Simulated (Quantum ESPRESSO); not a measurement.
**InP: single point with PBE**

The system is InP.

```
In P
1.0
     0.00000    2.76883    2.76883
     2.76883    0.00000    2.76883
     2.76883    2.76883    0.00000
In P
1 1
Cartesian
  0.0000 0.0000 0.0000
  2.7688 2.7688 2.7688
```

Measurements of this composition are mostly on another form, of space group No. 216.

```yaml
Program: Quantum ESPRESSO 7.5
Task: single point
Functional: PBE
Potentials_or_basis: PseudoDojo 0.4.1 SR PBE standard
Cutoff: 952 eV
Density_cutoff: 3810 eV
k_mesh: 4 × 4 × 4
Occupations: fermi-dirac, width 0.05 eV
Spin: no spin polarisation
k_mesh_of_the_self-consistent_run: 8 × 8 × 8
```

```yaml
Band_gap_on_the_k_mesh_mean-field_level: none (metal or under the smearing width)
```

Levels at points of the mesh, in eV from the Fermi level:
```
             k point  band 5  band 6  band 7  band 8  band 9  band 10  band 11  band 12  band 13  band 14
  (0.00, 0.00, 0.00)  -14.44  -12.19   -0.44   -0.44   -0.44     0.33     6.90     6.90     6.90     8.28
 (0.00, 0.00, -0.50)  -14.36  -10.11   -6.82   -0.03   -0.03     2.32     3.22     3.22     5.00    10.93
(0.00, -0.50, -0.50)  -14.33   -9.01   -5.12   -2.70   -2.50    -2.50     3.66     9.69     9.69    10.01
```

Run time: 54 s on 1 thread of Arm Neoverse V1 (shared host), peak memory 0.07 GiB.

Caveat: the k mesh is coarse (spacing up to 0.49 Å⁻¹), so the values aren't converged.
